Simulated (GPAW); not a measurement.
Runs of GPAW 26.7.0 on Sn. The structure is tetragonal, space group I4_1/amd (No. 141). Conventional cell: a = 5.880 Å, b = 5.880 Å, c = 3.199 Å, α = 90.00°, β = 90.00°, γ = 90.00°. Sn (site symmetry -4m2) has 6 Sn at 3.05 to 3.20 Å as nearest neighbours. 

```csv
task,level,cell,k mesh,optimizer,fmax,max steps,convergence,gap on the mesh (eV),pressure (GPa),relaxed volume (Å³/atom)
single point,PBEsol,"atoms moved at random, drawn with an rms of 0.05 Å",9 × 9 × 9,-,-,-,-,none,-1.7,-
relaxation of cell and atoms,PBEsol,relaxed,7 × 7 × 7,BFGS,0.02 eV/Å,60,density=1e-05 forces=0.0001,none,-0.1,26.70
relaxation of cell and atoms,PBEsol+D3(BJ)+ATM,relaxed,7 × 7 × 7,BFGS,0.02 eV/Å,60,density=1e-05 forces=0.0001,none,0.0,(a)
relaxation of cell and atoms,PBEsol+D4,relaxed,7 × 7 × 7,BFGS,0.02 eV/Å,60,density=1e-05 forces=0.0001,none,0.0,(b)
relaxation of cell and atoms,PBEsol+D3(BJ),relaxed,7 × 7 × 7,BFGS,0.02 eV/Å,60,density=1e-05 forces=0.0001,none,0.1,25.53
single point,PBEsol,as given,9 × 9 × 9,-,-,-,-,none,-1.7,-
relaxation of cell and atoms,PBEsol+D3,relaxed,7 × 7 × 7,BFGS,0.02 eV/Å,60,density=1e-05 forces=0.0001,none,0.0,26.33
```

Alike in all rows: potentials or basis PAW data sets generated in the run's folder for this functional, pw; no spin polarisation; cutoff (eV) 600; smearing fermi-dirac 0.05 eV.

**Question.** Estimate the missing entries.

**Answer.** (a) 25.63; (b) 25.99.

Caveats: later steps reuse the first step's grids (some runs); pairwise dispersion overbinds metals, which lowers pressure and volume (some runs).

A k mesh can miss the band edges, and the runs leave out spin-orbit coupling on Sn.

A gap of «none» marks a metal or a gap under the smearing width.
